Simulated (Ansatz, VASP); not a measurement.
## Zn47H2O48 (V_Zn-H2): VASP beside Ansatz

One calculation is typed for both programs; each brings its own data sets. How far apart do they land? The cell is taken from a series of runs on this material, whose earlier steps may have relaxed, scaled, displaced or heated it; both programs get it as it stands.

Calculated with Ansatz 0.2.0; plane waves, with VASP 6.6.1 beside it; single point at PBE.

### 1. Starting point

The cell holds 97 atoms: 47 Zn, 48 O and 2 H. Its edges and angles: a = 11.360 Å, b = 11.360 Å, c = 10.586 Å, α = 90.0°, β = 90.0°, γ = 120.0°. It derives from ZnO (ZnO (P6_3mc)). Nearest the centre at fractional (0.500, 0.333, 0.499): H96 at 1.10 Å, H97 at 1.10 Å, O88 at 2.00 Å, O78 at 2.00 Å, O53 at 2.05 Å, O75 at 2.06 Å, Zn43 at 3.14 Å, Zn40 at 3.21 Å.

### 2. Ansatz: single point, PBE

Ansatz runs on its default PAW (the set named soft_2) files.

A single point gives forces, pressure and levels at one fixed geometry, so differences don't come from the geometry; what else differs is listed under the comparison.

Input file input.yaml:

```yaml
crystal:
  checkpoint: "../q0_M2.relax_smeared.run"
  host: checkpoint
basis:
  ecutwfc: 420
  xc_grid: 2
hamiltonian:
  xc: pbe
kpoints:
  mp_grid: { grid: [1, 1, 1] }
magnetization:
  spin_polarized: true
  initial_magnetization: 2
  spin_locking: { lock_magnetization: hard }
scf:
  occupations: { method: fermi_dirac, width: 0.01 }
  max_iter: 80
output:
  forces: true
  eigenvalues: true
  charged_corrections:
    epsilon: [5.21, 5.21, 5.27]
    static_epsilon: [10.55, 10.55, 11.59]
    defect_position: [0.5, 0.333333, 0.499225]
  eigenstates: { localisation: true }
  populations: true
  efg: {}
  band_densities: [{ bands: [v1, v1] }, { bands: [c1, c1] }]
  write_density: true
  write_potential: true
  volumetric_format: npy
checkpoint:
  read: "../q0_M2.relax_smeared.run"
  write: "../q0_M2.point.run"
  compress: false
  write_wavefunctions: false
  write_every: 100000
```

Command:

```sh
$ ansatz run input.yaml --threads 4 --pin off --max-ram 14131MiB --backend cpu --events-out ev --progress --plain --runs-dir out
```

Numbers of over 12 decimals in the logs are rounded to 6 here.

What it wrote:

```text
crystal.checkpoint: the structure is that of <dir>, a `relax` run, at its step 6: its result, under pbe at a charge of 0 e; 97 atoms read, 0 with a starting moment; crystal.structure_sha256 for this input is
Engine: ansatz 0.2.0, aarch64-unknown-linux-gnu
Pseudopotentials: kind: paw
Pseudopotential: Zn, paw, valence charge 12, recommended cutoff 420 eV (normal), Zn.paw.azcp
Pseudopotential: O, paw, valence charge 6, recommended cutoff 420 eV (normal), O.paw.azcp
Pseudopotential: H, paw, valence charge 1, recommended cutoff 420 eV (normal), H.paw.azcp
Functional definition: PBE
  parameter kappa = 0.804
  parameter beta = 0.066725
  exchange = pbe_x(kappa = kappa, mu = beta*pi^2/3)
  correlation = pbe_c(beta = beta)
Crystal: 97 atoms, lattice volume = 1183.109 Å³
Basis set: ecut = 420 eV, 23045 PW (Γ), exchange–correlation on 160×160×144 points (8 copies of the dense FFT grid, shifted against one another)
Bands: 525, of which v1, the nominal top of the filled ones, is band 427 counted from 1 (426 counted from 0)
Symmetry: 1 space group operations
Space group: P1 (ITA 1), of the structure as read, at distance tolerance 1.1e-4 Å
Magnetic group: BNS 1.1 (UNI 1), of the structure as read, at distance tolerance 1.1e-4 Å
k-points: 1
Non-local potential: Zn, projectors of the file, l = 0: 2, l = 1: 2, l = 2: 3, l = 3: 1
Non-local potential: O, projectors of the file, l = 0: 2, l = 1: 2, l = 2: 1
Non-local potential: H, projectors of the file, l = 0: 2, l = 1: 1
PAW form: soft (Blöchl's): semilocal exchange-correlation on the pseudo side does not see the compensation charge
PAW one-centre angular grid: Zn, 590 points (default); XC on 64 Gauss nodes
PAW one-centre angular grid: O, 110 points (default); XC on 64 Gauss nodes
PAW one-centre angular grid: H, 110 points (default); XC on 64 Gauss nodes
Initial density: read from a saved state, or passed on in memory by an earlier SCF of this step, an earlier step, the calling program or the single point that the run made first
Stability of the state it starts from, as read at its close in the collinear treatment: not read negative (Ritz values of 1 − χ₀K, real part plus size of imaginary part, from 1.1 to 1.4, by its mixing steps under no symmetry); read among states of the locked total moment alone; its run was given moments
Starting moments: Σ|m| = 2 μB on 97 of 97 sites; this step starts from the density that it was given
Initial wavefunctions: those read from a saved state, or passed on in memory by an earlier step or the calling program
Functional: x = pbe(κ = 0.804, μ = 0.219515), c = pbe(β = 0.066725)
SCF iter   1: F=—  HF=-183279.236490 eV  |F-HF|=—  |Δ(HF+E_count)|=         —  Δρ=5.75e-7 (↑5.56e-7 ↓5.75e-7)  dr2=6.62e-8  dr2_m=2.29e-11  M=2.000 μB ∫|m|=2.005 μB  β_m=0.30  ethr=2.45e-11  ⟨swp⟩=3.0  Hψ=2604  notcnv=0
preconditioner: auto → Kerker (q_TF=auto, 2.584 Å⁻¹)  [metal: Δε(μ)=0.009 eV  Ē_g=12.457 eV  σ=0.010 eV  W_gap=0.22  n_scr=332 (ndim 8)  ℏωp=31.5 eV  f_vac=0.042  D(μ)=47.65/eV (n_scr^D=404)]
spin=Collinear: Kerker preconditioning applied to the charge; magnetization (m = ρ↑ − ρ↓) channel mixes plain (no charge-response kernel on spin).
SCF iter   2: F=-183279.236490 eV  HF=-183279.236490 eV  |F-HF|=4.17e-8  |Δ(HF+E_count)|=   3.78e-9  Δρ=3.58e-7 (↑3.53e-7 ↓3.58e-7)  dr2=5.18e-8  dr2_m=2.76e-11  M=2.000 μB ∫|m|=2.005 μB  ethr=7.75e-12  ⟨swp⟩=8.0  Hψ=6669  notcnv=0
SCF 1 converged in 2 iterations: F = -183279.236490 eV  dr2 = 5.18e-8
  greatest PAW one-centre occupation: 0.988 electrons in one spin orbital (limit 2), on the Zn atom at site 84 (counted from 0), in its partial waves of l = 2
SCF converged after 2 iterations
Stability checked in part: among states of this total moment the steps that led to this state did not find it unstable. No probe was made; neither looks for a lower state of another moment (fixed_total_moment; see scf.lower_state_search)
Magnetization: 2.0000 μB (428.0000 up, 426.0000 down)
Absolute magnetization: 2.0058 μB (∫|ρ↑−ρ↓|, with the PAW one-centre terms)
Spin contamination: 0.0003 ħ² per cell (⟨S²⟩ above its minimum at these occupations)
[...]
k-point 0 ↓: bands = [... 423 lower, 6.2795, 6.5056, 6.5691, 6.5782, 7.3677, 9.9410, 9.9782, 10.2800, ... 94 higher]
--- Löwdin populations: 97 sites ---
  site symbol       q [e]    m [muB]
     0     Zn     10.5871     0.0185
     1     Zn     10.5872     0.0184
     2     Zn     10.5831     0.0181
     3     Zn     10.5875     0.0181
     4     Zn     10.5852     0.0175
     5     Zn     10.5852     0.0175
     6      O      7.2442     0.0193
     7      O      7.2450     0.0188
     8      O      7.2450     0.0188
     9      O      7.2456     0.0162
    10      O      7.2448     0.0146
    11      O      6.9885     0.0076
    12     Zn     10.5864     0.0193
    13     Zn     10.5878     0.0190
    14     Zn     10.5811     0.0204
    15     Zn     10.5864     0.0190
    16     Zn     10.5874     0.0190
    17     Zn     10.5874     0.0190
    18      O      7.2416     0.0237
    19      O      7.2423     0.0238
    20      O      7.2423     0.0238
    21      O      7.2425     0.0232
    22      O      7.2424     0.0228
    23      O      7.2404     0.0259
[...]
89      O      7.2416     0.0237
    90      O      7.2385     0.0298
    91      O      7.2385     0.0298
    92      O      7.2430     0.0225
    93      O      7.2388     0.0277
    94      O      7.2416     0.0248
    95      H      0.6254     0.0042
    96      H      0.6254     0.0042
  spilling = 0.009516 (of n_electrons = 854.000000)
--- Band densities, each state counted as filled ---
  window                                       electrons  max residual (eV)  cut levels
  bands: [v1, v1]                    1.000000 + 1.000000             7.2e-9           0
  bands: [c1, c1]                    1.000000 + 1.000000             7.3e-6           0
```

### 3. VASP: single point, PBE

The same cell, functional, mesh and smearing now go to VASP, with its own data sets.

Lines of VASP's logs that name or quote its potential files are left out, and so is its time.

Input file INCAR:

```
SYSTEM = Zn47H2O48
PREC = Accurate
ENCUT = 520
EDIFF = 1E-06
NELM = 200
ISMEAR = -1
SIGMA = 0.01
LREAL = Auto
ALGO = Normal
GGA = PE
NBANDS = 496
ISPIN = 2
MAGMOM = 0.01 0.01 0.01 0.01 0 0 0.01 0.01 0.01 0.01 0.01 0.01 0.01 0.01 0.01 0.01 0.01 0 0.01 0.01 0.01 0.01 0.01 0.01 0.01 0.01 0.01 0 0.01 0.01 0.01 0.01 0.01 0.01 0.01 0.01 0.01 0.01 0.01 0.01 0.01 0.01 0.01 0.01 0.01 0.01 0.01 0.02 0.01 0.01 0.01 0.01 0 0.02 0.02 0.02 0.02 0.02 0.02 0.02 0.02 0.01 0.02 0.01 0.01 0.02 0.02 0.02 0.02 0.02 0.02 0.02 0.01 0.02 0 0.01 0.01 0.04 0.02 0.02 0.02 0.02 0.02 0.02 0.02 0.02 0.01 0.05 0.02 0.02 0.02 0.02 0.02 0.02 0.02 0 0
LORBIT = 11
LWAVE = .FALSE.
LCHARG = .FALSE.
ISIF = 2
NUPDOWN = 2
LASPH = .TRUE.
GGA_COMPAT = .FALSE.
NCORE = 2
```

Input file POSCAR:

```
Zn47H2O48
1.0
    9.8380458221      5.6799982864      0.0000000000
   -9.8380457205      5.6799984623      0.0000000000
    0.0000000000      0.0000000000     10.5861389856
Zn O H
47 48 2
Direct
    0.9999715781      0.1664669149      0.2496564357
    0.1664761843      0.9995201434      0.2489917369
    0.3358067276      0.3347505914      0.2415839573
[... 1 atom line left out ...]
    0.1621193285      0.1613282355      0.5037137573
    0.3282948973      0.9951856290      0.5036961892
[... 1 atom line left out ...]
    0.1660464078      0.9990969354      0.7512154865
    0.3364366646      0.3330432124      0.7478591095
[... 8 atom lines left out ...]
    0.3332766023      0.5106207197      0.5030541191
[... 6 atom lines left out ...]
    0.5017163045      0.1688238500      0.2415346150
[... 1 atom line left out ...]
    0.8341044877      0.3345032010      0.2487919901
    0.6775748119      0.1663248655      0.5030463408
[... 1 atom line left out ...]
    0.4999954265      0.1695038318      0.7478373019
[... 1 atom line left out ...]
    0.8332907447      0.3340098853      0.7495854999
[... 3 atom lines left out ...]
    0.5014647835      0.6671430923      0.2488009730
    0.6663847327      0.4994239642      0.2529509086
[... 2 atom lines left out ...]
    0.6655033114      0.6600099260      0.4979154389
    0.8269799764      0.4985593783      0.4979201671
    0.5009566344      0.6663372749      0.7495855472
    0.6598539621      0.4929110242      0.7412346849
[... 5 atom lines left out ...]
    0.1676832685      0.1673538170      0.1902926368
    0.3342989261      0.0007138614      0.1902723643
    0.0012605781      0.1672150646      0.4395882740
    0.1673147101      0.0003628324      0.4391733418
    0.3302726581      0.3370199028      0.4384543620
[... 1 atom line left out ...]
    0.1658777532      0.1659712703      0.6907025229
    0.3329259884      0.9989380136      0.6906857366
[... 2 atom lines left out ...]
    0.3322763847      0.3332011386      0.9394716340
[... 2 atom lines left out ...]
    0.3335133089      0.5006270027      0.1890932099
[... 5 atom lines left out ...]
    0.3324708575      0.4997516798      0.6901237999
[... 3 atom lines left out ...]
    0.5007684799      0.3338030921      0.1857683671
    0.6676040977      0.1665502688      0.1890637668
[... 1 atom line left out ...]
    0.5039830770      0.1633216727      0.4383929627
[... 1 atom line left out ...]
    0.8348851598      0.3340478628      0.4384658499
    0.4958637531      0.3289268270      0.6879583873
    0.6667029648      0.1655284048      0.6901150249
[... 1 atom line left out ...]
    0.5001550220      0.1653260155      0.9394583403
[... 3 atom lines left out ...]
    0.6665073702      0.6659908855      0.1870142549
    0.8329523887      0.4995495326      0.1870127012
    0.5009998252      0.6679305928      0.4384715907
    0.6657848280      0.4988193191      0.4364980871
    0.8326586055      0.8321759248      0.4389016769
[... 1 atom line left out ...]
    0.6660753798      0.6657510702      0.6880080389
    0.8326978648      0.4991276780      0.6880128366
[... 1 atom line left out ...]
    0.6667212746      0.4997696152      0.9345525476
[... 1 atom line left out ...]
    0.4153584748      0.3499490484      0.4752664598
    0.5169418865      0.2484726261      0.4750688283
```

Input file KPOINTS:

```
Automatic mesh
0
Gamma
1 1 1
0 0 0
```

Potentials, in the order of the species: Zn, O and H (PBE family, release 64).

Command:

```sh
$ mpirun -np 8 vasp_gam
```

What it wrote:

```text
[banner, memory and clock lines left out]
running    8 mpi-ranks, on    1 nodes
[...]
LDA part: xc-table for (Slater+PW92), standard interpolation
 POSCAR, INCAR and KPOINTS ok, starting setup
[...]
entering main loop
       N       E                     dE             d eps       ncg     rms          rms(c)
DAV:   1     0.173192232314E+05    0.17319E+05   -0.38406E+05  1984   0.285E+03
DAV:   2     0.418150487703E+04   -0.13138E+05   -0.12665E+05  1984   0.836E+02
DAV:   3     0.147228199110E+03   -0.40343E+04   -0.37546E+04  2064   0.338E+02
DAV:   4    -0.479222900044E+03   -0.62645E+03   -0.61165E+03  2160   0.142E+02
[...]
DAV:  17    -0.432265986179E+03   -0.14024E-04   -0.11083E-04  2448   0.371E-02    0.114E-02
DAV:  18    -0.432265988580E+03   -0.24010E-05   -0.13785E-05  2384   0.207E-02    0.826E-03
DAV:  19    -0.432265989095E+03   -0.51501E-06   -0.70243E-06  2344   0.926E-03
   1 F= -.43226599E+03 E0= -.43225927E+03  d E =-.134370E-01  mag=     2.0000
```

From OUTCAR (step 3):

```text
  FREE ENERGIE OF THE ION-ELECTRON SYSTEM (eV)
  ---------------------------------------------------
  free  energy   TOTEN  =      -432.2659890951 eV

  energy  without entropy=     -432.2525521446  energy(sigma->0) =     -432.25927062

 magnetization (x)
# of ion       s       p       d       tot
------------------------------------------
    1        0.006   0.000   0.004   0.011
    2        0.006   0.000   0.004   0.010
    3        0.006   0.000   0.003   0.010
    4        0.006   0.000   0.004   0.010
    5        0.007   0.000   0.002   0.009
    6        0.007   0.000   0.002   0.009
    7        0.006   0.000   0.006   0.012
    8        0.006  -0.000   0.005   0.011
    9        0.005   0.000   0.009   0.015
   10        0.006   0.000   0.005   0.011
   11        0.006   0.000   0.005   0.012
   12        0.006   0.000   0.005   0.012
   13        0.006   0.000   0.005   0.011
[...]
--------------------------------------------------
tot          0.490   0.648   0.248   1.385
```

The run ends at a pressure of 1.11 GPa, with forces up to 0.10 eV/Å.

### 4. Differences

Known differences besides the potentials themselves: VASP starts from the moments at which Ansatz ended; the cutoff is 420 eV in Ansatz and 520 eV in VASP (PREC = Accurate, projectors in real space); site moments are counted in spheres of each program's own size. Total energies have different zeros and are not compared.

The two programs side by side:

```tsv
quantity	Ansatz	VASP	difference
total moment, fixed by the input (μB)	2.00	2.00	0.00
moment on O88 (μB)	0.05	0.05	0.00
```

At this near-relaxed geometry the largest component of a force difference is 74 meV/Å.

### 5. What came out

```json
{"r.m.s. force difference (single point, PBE)": "13 meV/Å"}
```

What this shows: The r.m.s. force difference is 13 meV/Å (single point, PBE), beyond the 12 meV/Å picked in this series as the mark of a large difference. What causes the difference of the single point, PBE pair stays open here. Such differences can come from data sets, numerical settings and the points named under the comparisons, not from the functional's error against experiment.

[Lines on the potential files, build, host, timing and source positions are cut from VASP's logs without a mark.]

[Logs are printed without paths, hosts, clocks, repeated set-up lines and the standing remarks that a program may print on its own settings, such as how far it seeks lower states.]

[Hosts, paths, dates, database ids (printed as entryN), source tags and the programs' standing remarks are cut or masked in the printed files.]
